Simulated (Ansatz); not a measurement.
# armchair graphene nanoribbon (N = 7, H edges): bands by functional and under strain, part 3 of 3

Aim: is the armchair graphene nanoribbon (N = 7, H edges) a metal or a semiconductor?

The experiment to be reproduced. Scanning tunnelling spectroscopy of long 7-armchair ribbons on Au(111) gives a gap of 2.3 eV (Talirz et al., ChemPhysChem (2019), arXiv:1910.01385).

Ansatz 0.2.0; DFT PBE, plane waves, PAW; relaxation of a wire's period (the session's first sound run).

So far, band gap (eV): step 3 (the wire at its relaxed period, PBE) 1.57; step 4 (levels at the same atoms, level LDA, cutoff 420 eV, LDA PBE) 1.57; step 5 (another level of theory, level PBEsol, cutoff 420 eV, PBEsol PBE) 1.57; step 6 (another level of theory, level r2SCAN, cutoff 500 eV, r2SCAN PBE) 1.68.

### Step 8. Strain along the wire, period over the relaxed period 1.03, k-mesh 1×1×14

This step: DFT PBE, plane waves, PAW; relaxation at a fixed period (Ansatz 0.2.0).

The period is set to 1.03 times the relaxed one and the atoms relax within it: strain changes bond lengths and angles, which shifts the bands against each other. Against the first PBE run of this kind, the mesh along the wire has 14 points against 19.

The cell differs from the one that the last finished run ended in (c 4.300 → 4.429 Å).

input.yaml

```yaml
crystal:
  lattice:
    - [16.232, 0.0, 0.0]
    - [0.0, 7.0, 0.0]
    - [0.0, 0.0, 4.4288164297]
  atoms:
    - { symbol: C, position: [0.273844157, 0.5, 0.007367024] }
    - { symbol: C, position: [0.423835607, 0.5, 0.999743312] }
    - { symbol: C, position: [0.576164393, 0.5, 0.999743312] }
    - { symbol: C, position: [0.726155843, 0.5, 0.007367024] }
    - { symbol: C, position: [0.273844157, 0.5, 0.325966309] }
    - { symbol: C, position: [0.423835607, 0.5, 0.333590021] }
    - { symbol: C, position: [0.576164393, 0.5, 0.333590021] }
    - { symbol: C, position: [0.726155843, 0.5, 0.325966309] }
    - { symbol: H, position: [0.214810741, 0.5, 0.445613399] }
    - { symbol: H, position: [0.785189259, 0.5, 0.445613399] }
    - { symbol: C, position: [0.348109847, 0.5, 0.499145217] }
    - { symbol: C, position: [0.5, 0.5, 0.501346876] }
    - { symbol: C, position: [0.651890153, 0.5, 0.499145217] }
    - { symbol: C, position: [0.348109847, 0.5, 0.834188117] }
    - { symbol: C, position: [0.5, 0.5, 0.831986457] }
    - { symbol: C, position: [0.651890153, 0.5, 0.834188117] }
    - { symbol: H, position: [0.214810741, 0.5, 0.887719934] }
    - { symbol: H, position: [0.785189259, 0.5, 0.887719934] }
kpoints:
  mp_grid: { grid: [1, 1, 14] }
  band_path: { path: ["Γ", Z], npoints: 50 }
scf:
  occupations: { method: fermi_dirac, width: 0.05 }
hamiltonian:
  xc: pbe
relax:
  max_steps: 40
  f_tol: 0.02
output:
  stress: true
```

Launch:

```console
$ ansatz run input.yaml --threads 8 --pin off --max-ram 16384MiB --backend cpu --events-out ev --progress --plain --runs-dir out
```

Numbers of over 12 decimals in the logs are rounded to 6 here.

The program printed:

```text
Warning: output.stress: scf.convergence.dr2_threshold = 1e-7 eV (the SCF's general default) is looser than the 1.8e-9 eV advised for a printed stress (1e-10 eV for each atom of the cell: 18). What an SCF threshold leaves in a stress goes as its square root, and in the free energy as the threshold itself, and one threshold admits the most on a small cell: [figures from the program's tests cut] Every solve of this run  [...]
[...]
Crystal: 18 atoms, lattice volume = 503.220 Å³
Basis set: ecut = 420 eV, 9831 PW (Γ), exchange–correlation on 240×96×60 points (8 copies of the dense FFT grid, shifted against one another)
Bands: 48, of which v1, the nominal top of the filled ones, is band 30 counted from 1 (29 counted from 0)
Symmetry: 8 space group operations
[...]
k-points: 8 of 14
[...]
SCF iter   1: F=—  HF=-3576.089354 eV  |F-HF|=—  |Δ(HF+E_count)|=         —  Δρ=2.47e-3  dr2=1.09e-1  ethr=1.77e-3  ⟨swp⟩=8.2  Hψ=2091  notcnv=0  defer=66
[...]
SCF iter   6: F=-3576.065982 eV  HF=-3576.065982 eV  |F-HF|=2.48e-7  |Δ(HF+E_count)|=   1.30e-5  Δρ=2.58e-5  dr2=2.55e-6  ethr=1.67e-8  ⟨swp⟩=5.0  Hψ=1190  notcnv=0
SCF 1 converged in 6 iterations: F = -3576.065982 eV  dr2 = 2.55e-6
[...]
relax step   1: F+E_penalty+E_count = -3576.06598201 eV  Δ(F+E_penalty+E_count) = +0.000e0 eV  max|allowed force component| = 8.546e-1 eV/Å  Δτ_max = 0.0000 Å  (6 SCF iters, dr2 threshold 1.00e-5 eV, accepted)
[...]
SCF iter   5: F=-3576.116598 eV  HF=-3576.116601 eV  |F-HF|=3.48e-6  |Δ(HF+E_count)|=   2.46e-6  Δρ=5.92e-5  dr2=1.25e-5  ethr=7.61e-8  ⟨swp⟩=3.0  Hψ=1339  notcnv=0
SCF 2 converged in 5 iterations: F = -3576.116598 eV  dr2 = 1.25e-5
[...]
relax step   2: F+E_penalty+E_count = -3576.11659797 eV  Δ(F+E_penalty+E_count) = -5.062e-2 eV  max|allowed force component| = 2.776e-1 eV/Å  Δτ_max = 0.0319 Å  (5 SCF iters, dr2 threshold 4.57e-5 eV, accepted)
SCF iter   1: F=—  HF=-3576.122898 eV  |F-HF|=—  |Δ(HF+E_count)|=         —  Δρ=1.19e-3  dr2=4.73e-3  ethr=8.07e-5  ⟨swp⟩=3.5  Hψ=863  notcnv=0  defer=86
[...]
SCF iter   5: F=-3576.121872 eV  HF=-3576.121873 eV  |F-HF|=7.20e-7  |Δ(HF+E_count)|=   2.29e-6  Δρ=1.89e-5  dr2=1.78e-6  ethr=8.03e-9  ⟨swp⟩=5.0  Hψ=1257  notcnv=0
SCF 3 converged in 5 iterations: F = -3576.121872 eV  dr2 = 1.78e-6
[...]
relax step   3: F+E_penalty+E_count = -3576.12187185 eV  Δ(F+E_penalty+E_count) = -5.274e-3 eV  max|allowed force component| = 4.858e-2 eV/Å  Δτ_max = 0.0134 Å  (5 SCF iters, dr2 threshold 4.82e-6 eV, accepted)
SCF iter   1: F=—  HF=-3576.121886 eV  |F-HF|=—  |Δ(HF+E_count)|=         —  Δρ=1.60e-4  dr2=9.08e-5  ethr=1.39e-6  ⟨swp⟩=2.5  Hψ=741  notcnv=0  defer=86
[...]
SCF iter   5: F=-3576.121946 eV  HF=-3576.121946 eV  |F-HF|=7.67e-8  |Δ(HF+E_count)|=   3.12e-8  Δρ=2.57e-6  dr2=9.27e-8  ethr=1.67e-10  ⟨swp⟩=5.0  Hψ=1224  notcnv=0
SCF 4 converged in 5 iterations: F = -3576.121946 eV  dr2 = 9.27e-8
relax step   4: F+E_penalty+E_count = -3576.12194569 eV  Δ(F+E_penalty+E_count) = -7.384e-5 eV  max|allowed force component| = 1.655e-2 eV/Å  Δτ_max = 0.0018 Å  (5 SCF iters, accepted)
[...]
the band table was solved once a step of the walk had ended and its energy, with any forces and stress, was formed, with the checks that follow a solve (2997 applications of the Hamiltonian). They found nothing against the state; the energy, forces and stress were not computed again (output.eigenvalues in the input reference)
[...]
SCF converged after 5 iterations
Free energy (F): -3576.121946 eV
[...]
Internal energy: -3576.121945 eV  (E = F + TS)
E sigma→0 (E₀):  -3576.121945 eV
Entropy (-TS):   -0.000001 eV (-0.000 meV/atom)
Fermi energy:    -1.102616 eV
[...]
--- Forces (eV/Å), atoms counted from 1 ---
  atom   1  C      0.00149744    -0.00000000     0.01654627
  atom   2  C      0.00196590    -0.00000000     0.00022644
  atom   3  C     -0.00196590    -0.00000000     0.00022644
  atom   4  C     -0.00149744     0.00000000     0.01654627
  atom   5  C      0.00149744    -0.00000000    -0.01654627
  atom   6  C      0.00196590     0.00000000    -0.00022644
  atom   7  C     -0.00196590     0.00000000    -0.00022644
  atom   8  C     -0.00149744     0.00000000    -0.01654627
  atom   9  H      0.00321216    -0.00000000     0.00408808
  atom  10  H     -0.00321216    -0.00000000     0.00408808
  atom  11  C     -0.00585440    -0.00000000    -0.00516944
  atom  12  C     -0.00000000    -0.00000000    -0.00164614
  atom  13  C      0.00585440    -0.00000000    -0.00516944
  atom  14  C     -0.00585440     0.00000000     0.00516944
  atom  15  C      0.00000000     0.00000000     0.00164614
  atom  16  C      0.00585440     0.00000000     0.00516944
  atom  17  H      0.00321216     0.00000000    -0.00408808
  atom  18  H     -0.00321216     0.00000000    -0.00408808
  max |Σ_I F_I| component: 3.47e-18 eV/Å
--- Stress (GPa, compression-positive) ---
       -0.011455      -0.000000       0.000000
       -0.000000       0.113022      -0.000000
        0.000000      -0.000000      -6.442900
  P = ⅓ Tr σ = -2.1138 GPa (-21.138 kbar)
--- Band table (eV; the first three rows and the last of 8) ---
  k-point 0: bands = [... 26 lower, -3.6971, -3.2840, -2.2387, -1.7296, -0.4735, -0.1767, 0.4280, 1.6539, ... 14 higher]
  k-point 1: bands = [... 26 lower, -3.6856, -3.4514, -2.4559, -1.8740, -0.3457, 0.0560, 0.6335, 1.6909, ... 14 higher]
  k-point 2: bands = [... 26 lower, -3.8674, -3.6563, -2.9313, -2.2054, -0.0598, 0.5791, 1.1631, 1.5641, ... 14 higher]
  k-point 7: bands = [... 26 lower, -5.4539, -4.4276, -4.0856, -3.3790, 0.7650, 1.7240, 2.0542, 3.3900, ... 14 higher]
--- Relaxed structure (4 steps of the walk, 4 accepted, 0 SCFs on fresh bases) ---
  F+E_penalty+E_count = -3576.12194569 eV   max|allowed force component| = 1.655e-2 eV/Å
  atoms:
    - { symbol: C, position: [0.275367, 0.5, 0.010225] }
    - { symbol: C, position: [0.424194, 0.5, 1.000208] }
    - { symbol: C, position: [0.575806, 0.5, 1.000208] }
    - { symbol: C, position: [0.724633, 0.5, 0.010225] }
    - { symbol: C, position: [0.275367, 0.5, 0.323108] }
    - { symbol: C, position: [0.424194, 0.5, 0.333126] }
    - { symbol: C, position: [0.575806, 0.5, 0.333126] }
    - { symbol: C, position: [0.724633, 0.5, 0.323108] }
    - { symbol: H, position: [0.215677, 0.5, 0.435747] }
    - { symbol: H, position: [0.784323, 0.5, 0.435747] }
    - { symbol: C, position: [0.348699, 0.5, 0.499889] }
    - { symbol: C, position: [0.500000, 0.5, 0.502019] }
    - { symbol: C, position: [0.651301, 0.5, 0.499889] }
    - { symbol: C, position: [0.348699, 0.5, 0.833444] }
    - { symbol: C, position: [0.500000, 0.5, 0.831315] }
    - { symbol: C, position: [0.651301, 0.5, 0.833444] }
    - { symbol: H, position: [0.215677, 0.5, 0.897586] }
    - { symbol: H, position: [0.784323, 0.5, 0.897586] }
```

It took 18 s on 8 threads of Arm Neoverse N1, shared host; peak memory 1.5 GiB; 2.3 min of CPU time.

Step by step:

```
step  energy less that of the first step (eV)  largest force component (eV/Å)
   1                                   0.0000                          0.8546
   2                                  -0.0506                          0.2776
   3                                  -0.0559                          0.0486
   4                                  -0.0560                          0.0165
```

Forces are held to the 8 operations that the run works with; a distortion that breaks them can't arise in this run.

The atoms that moved most (Å):

```
atom      dx     dy      dz  length
 H17   0.014  0.000   0.044   0.046
 H18  -0.014  0.000   0.044   0.046
  H9   0.014  0.000  -0.044   0.046
 H10  -0.014  0.000  -0.044   0.046
  C1   0.025  0.000   0.013   0.028
  C4  -0.025  0.000   0.013   0.028
  C5   0.025  0.000  -0.013   0.028
  C8  -0.025  0.000  -0.013   0.028
```

The relaxed structure:

```xyz
18
Lattice="16.2320 0.0000 0.0000 0.0000 7.0000 0.0000 0.0000 0.0000 4.4288" Properties=species:S:1:pos:R:3
C     4.4698    3.5000    0.0453
C     6.8855    3.5000    4.4297
C     9.3465    3.5000    4.4297
C    11.7622    3.5000    0.0453
C     4.4698    3.5000    1.4310
C     6.8855    3.5000    1.4754
C     9.3465    3.5000    1.4754
C    11.7622    3.5000    1.4310
H     3.5009    3.5000    1.9298
H    12.7311    3.5000    1.9298
C     5.6601    3.5000    2.2139
C     8.1160    3.5000    2.2233
C    10.5719    3.5000    2.2139
C     5.6601    3.5000    3.6912
C     8.1160    3.5000    3.6817
C    10.5719    3.5000    3.6912
H     3.5009    3.5000    3.9752
H    12.7311    3.5000    3.9752
```

This step gave:

- band gap: 1.256 eV

Electronic bands along the path, in eV, zero at the Fermi level:

```csv
point,band 27,band 28,band 29,band 30,band 31,band 32,band 33,band 34
Γ,-2.59,-2.18,-1.14,-0.63,0.63,0.93,1.53,2.76
halfway,-3.56,-2.74,-2.40,-1.72,1.57,2.32,2.67,3.21
Z,-4.35,-3.33,-2.98,-2.28,1.87,2.83,3.16,4.49
```

The gap is 1.26 eV, against 1.57 eV under PBE at the relaxed period.

### Step 9. At a strained period, period over the relaxed period 1.1, k-mesh 1×1×13

The period is set to 1.1 times the relaxed one and the atoms relax within it: strain changes bond lengths and angles, which shifts the bands against each other. Against the first PBE run of this kind, the mesh along the wire has 13 points against 19.

The cell differs from the one that the last finished run ended in (c 4.429 → 4.730 Å).

input.yaml, as its differences from that of step 8:

```diff
@@ -4,3 +4,3 @@
     - [0.0, 7.0, 0.0]
-    - [0.0, 0.0, 4.4288164297]
+    - [0.0, 0.0, 4.7298039541]
   atoms:
@@ -25,3 +25,3 @@
 kpoints:
-  mp_grid: { grid: [1, 1, 14] }
+  mp_grid: { grid: [1, 1, 13] }
   band_path: { path: ["Γ", Z], npoints: 50 }
```

The program printed:

```text
[...]
Crystal: 18 atoms, lattice volume = 537.419 Å³
Basis set: ecut = 420 eV, 10483 PW (Γ), exchange–correlation on 240×96×64 points (8 copies of the dense FFT grid, shifted against one another)
Bands: 48, of which v1, the nominal top of the filled ones, is band 30 counted from 1 (29 counted from 0)
Symmetry: 8 space group operations
[...]
- { symbol: H, position: [0.782870, 0.5, 0.413703] }
    - { symbol: C, position: [0.349360, 0.5, 0.498841] }
    - { symbol: C, position: [0.500000, 0.5, 0.501139] }
    - { symbol: C, position: [0.650640, 0.5, 0.498841] }
    - { symbol: C, position: [0.349360, 0.5, 0.834493] }
    - { symbol: C, position: [0.500000, 0.5, 0.832194] }
    - { symbol: C, position: [0.650640, 0.5, 0.834493] }
    - { symbol: H, position: [0.217130, 0.5, 0.919631] }
    - { symbol: H, position: [0.782870, 0.5, 0.919631] }
[key lines of the parts left out:]
SCF converged after 6 iterations
Free energy (F): -3573.472342 eV
Fermi energy:    -1.423145 eV
P = ⅓ Tr σ = -5.7711 GPa (-57.711 kbar)
```

Wall time 21 s (8 threads); peak memory 1.6 GiB.

The steps of the relaxation:

| step | energy less that of the first step (eV) | largest force component (eV/Å) |
| --- | --- | --- |
| 1 | 0.0000 | 1.6129 |
| 2 | -0.4480 | 0.6619 |
| 3 | -0.4931 | 0.1256 |
| 4 | -0.4944 | 0.0608 |
| 5 | -0.4947 | 0.0159 |

Forces are held to the 8 operations that the run works with; a distortion that breaks them can't arise in this run.

The atoms that moved most (Å):

```
atom      dx     dy      dz  length
 H18  -0.038  0.000   0.151   0.156
 H17   0.038  0.000   0.151   0.156
 H10  -0.038  0.000  -0.151   0.156
  H9   0.038  0.000  -0.151   0.156
  C1   0.071  0.000   0.044   0.083
  C4  -0.071  0.000   0.044   0.083
  C5   0.071  0.000  -0.044   0.083
  C8  -0.071  0.000  -0.044   0.083
```

Final coordinates:

```xyz
18
Lattice="16.2320 0.0000 0.0000 0.0000 7.0000 0.0000 0.0000 0.0000 4.7298" Properties=species:S:1:pos:R:3
C     4.5156    3.5000    0.0787
C     6.8956    3.5000    4.7232
C     9.3364    3.5000    4.7232
C    11.7164    3.5000    0.0787
C     4.5156    3.5000    1.4979
C     6.8956    3.5000    1.5832
C     9.3364    3.5000    1.5832
C    11.7164    3.5000    1.4979
H     3.5245    3.5000    1.9567
H    12.7075    3.5000    1.9567
C     5.6708    3.5000    2.3594
C     8.1160    3.5000    2.3703
C    10.5612    3.5000    2.3594
C     5.6708    3.5000    3.9470
C     8.1160    3.5000    3.9361
C    10.5612    3.5000    3.9470
H     3.5245    3.5000    4.3497
H    12.7075    3.5000    4.3497
```

Numbers from this step:

```
energy at zero smearing : -3573.4721 eV
band gap                : 0.5360 eV
```

The electronic bands at the labelled points (eV, zero at the Fermi level):

```
  point  band 27  band 28  band 29  band 30  band 31  band 32  band 33  band 34
      Γ    -2.62    -2.16    -1.52    -0.27     0.27     1.14     1.65     2.53
halfway    -3.53    -2.73    -2.00    -1.52     1.49     2.13     2.60     3.09
      Z    -4.02    -3.11    -2.59    -1.90     1.85     2.64     3.28     4.42
```

The gap is 0.536 eV, against 1.57 eV under PBE at the relaxed period.

### Step 10. The same system on other settings

This step: DFT LDA, plane waves, PAW; bands of a perfect wire at the PBE geometry; changed: scf.occupations.width = null, scf.occupations.method = "tetrahedron", scf.mixing.preconditioner = "resta", basis.ecutwfc = "400 eV" (Ansatz 0.2.0).

The atoms of the band run (LDA) are kept and the input is varied, to see whether the result depends on it.

input.yaml, as its differences from that of step 9:

```diff
@@ -4,3 +4,3 @@
     - [0.0, 7.0, 0.0]
-    - [0.0, 0.0, 4.7298039541]
+    - [0.0, 0.0, 4.2998217765]
   atoms:
@@ -25,12 +25,10 @@
 kpoints:
-  mp_grid: { grid: [1, 1, 13] }
+  mp_grid: { grid: [1, 1, 14] }
   band_path: { path: ["Γ", Z], npoints: 50 }
 scf:
-  occupations: { method: fermi_dirac, width: 0.05 }
+  occupations: { method: tetrahedron }
+  mixing: { preconditioner: resta }
 hamiltonian:
-  xc: pbe
-relax:
-  max_steps: 40
-  f_tol: 0.02
-output:
-  stress: true
+  xc: lda
+basis:
+  ecutwfc: "400 eV"
```

The program printed:

```text
Warning: basis.ecutwfc = 400 eV is below the records' recommended 420 eV, and the density's cutoff is lower with it unless basis.ecutrho_ratio is high enough to keep the records' density cutoff: compare with a run at a higher cutoff
[...]
Crystal: 18 atoms, lattice volume = 488.563 Å³
Basis set: ecut = 400 eV, 8821 PW (Γ)
Bands: 48, of which v1, the nominal top of the filled ones, is band 30 counted from 1 (29 counted from 0)
Symmetry: 8 space group operations
[...]
k-points: 8 of 14
[...]
SCF iter   1: F=—  HF=-3462.920276 eV  |F-HF|=—  |Δ(HF+E_count)|=         —  Δρ=4.43e-3  dr2=1.51e-1  ethr=1.77e-3  ⟨swp⟩=8.5  Hψ=2109  notcnv=0  defer=55
[...]
SCF iter   8: F=-3462.891394 eV  HF=-3462.891394 eV  |F-HF|=2.31e-9  |Δ(HF+E_count)|=  7.89e-10  Δρ=1.41e-6  dr2=1.18e-8  ethr=1.67e-10  ⟨swp⟩=18.2  Hψ=2082  notcnv=0
SCF 1 converged in 8 iterations: F = -3462.891394 eV  dr2 = 1.18e-8
[...]
SCF converged after 8 iterations
Stability not checked: this state was not tested for a lower state beside it, because cold or Methfessel-Paxton smearing, or corrected tetrahedra, fill the levels in a way that the test cannot read (fill_not_monotonic; see scf.lower_state_search)
Free energy (F): -3462.891394 eV
[...]
Internal energy: -3462.891394 eV  (E = F + TS)
E sigma→0 (E₀):  -3462.891394 eV
Fermi energy:    -1.981418 eV
[...]
--- Band table (eV; the first three rows and the last of 8) ---
  k-point 0: bands = [... 26 lower, -4.0009, -3.1842, -2.1557, -1.9814, -0.4113, -0.3364, 0.3317, 1.6877, ... 14 higher]
  k-point 1: bands = [... 26 lower, -3.9861, -3.3804, -2.4159, -2.0994, -0.3200, -0.0669, 0.5657, 1.7272, ... 14 higher]
  k-point 2: bands = [... 26 lower, -3.9449, -3.8561, -2.9582, -2.3960, -0.0957, 0.5035, 1.1516, 1.5518, ... 14 higher]
  k-point 7: bands = [... 26 lower, -5.6952, -4.6276, -4.3430, -3.6233, 0.5881, 1.6289, 1.8424, 3.5071, ... 14 higher]
```

Elapsed: 10 s, on 8 threads; peak memory 1.4 GiB.

Numbers from this step:

| Quantity | Value |
| --- | --- |
| band gap | 1.570 eV |

It took 10 s against 12 s for the run it varies.

The band gap stays within 0.2 % plus 0.001 of the run it varies.

### Step 11. The same system on other settings

This step: DFT LDA, plane waves, PAW; bands of a perfect wire at the PBE geometry; changed: scf.occupations = null, scf.max_iter = 100 (Ansatz 0.2.0).

The input of the band run (LDA) is made doubtful on purpose.

input.yaml, as its differences from that of step 10:

```diff
@@ -28,7 +28,4 @@
 scf:
-  occupations: { method: tetrahedron }
-  mixing: { preconditioner: resta }
+  max_iter: 100
 hamiltonian:
   xc: lda
-basis:
-  ecutwfc: "400 eV"
```

The program printed:

```text
Error: YAML parse error: `scf.occupations.method` is required: fixed only where the cell keeps a band gap throughout the run, explicit beside scf.occupations.values (under evaluate: without them), else a smearing such as fermi_dirac (scf.occupations.width is optional; its entry in the input reference gives the default)
```

It took 0.01 s on 8 threads; peak memory 0.07 GiB.

The input was rejected at the start.

The program's message: “Error: YAML parse error: `scf.occupations.method` is required: fixed only where the cell keeps a band gap throughout the run, explicit beside scf.occupations.values (under evaluate: without them), els …”

The change that led to it: scf.occupations = null.

### Step 12. Results

```json
{"cell length, PBE": "4.300 Å", "conductance, PBE": "1.3e-13 G₀", "gap, PBE": "1.57 eV", "gap, LDA": "1.57 eV", "gap, PBEsol": "1.57 eV", "gap, r2SCAN": "1.68 eV", "gap, period scaled by 1.03": "1.26 eV", "gap, period scaled by 1.1": "0.536 eV", "gap, measured": "2.3 eV (Talirz et al., ChemPhysChem (2019), arXiv:1910.01385)"}
```

**Reading.** Under PBE the cell's length is 4.30 Å, and a gap of 1.57 eV makes it a semiconductor. Against the measured 2.3 eV: PBE 1.57 (-0.73), LDA 1.57 (-0.73), PBEsol 1.57 (-0.73) and r2SCAN 1.68 (-0.62). The comparison is loose: the measured ribbon lies on gold, which screens it, and a tunnelling gap is a quasiparticle gap, while these are Kohn-Sham gaps of the free ribbon. At the relaxed period the wire is gapped under every functional, from 1.57 eV (LDA) to 1.68 eV (r2SCAN). Weak screening in one dimension makes quasiparticle gaps larger than the semilocal gaps, as a rule. Strain matters: under PBE the gap goes from 1.57 eV to 1.26 eV at 1.03 times the period and 0.536 eV at 1.1 times the period. Transport is coherent and elastic here: the atoms are frozen, so scattering by vibrations plays no part.

[Logs are printed without paths, hosts, clocks, repeated set-up lines and the standing remarks that a program may print on its own settings, such as how far it seeks lower states.]

[Hosts, paths, dates, database ids (printed as entryN), source tags and the programs' standing remarks are cut or masked in the printed files.]
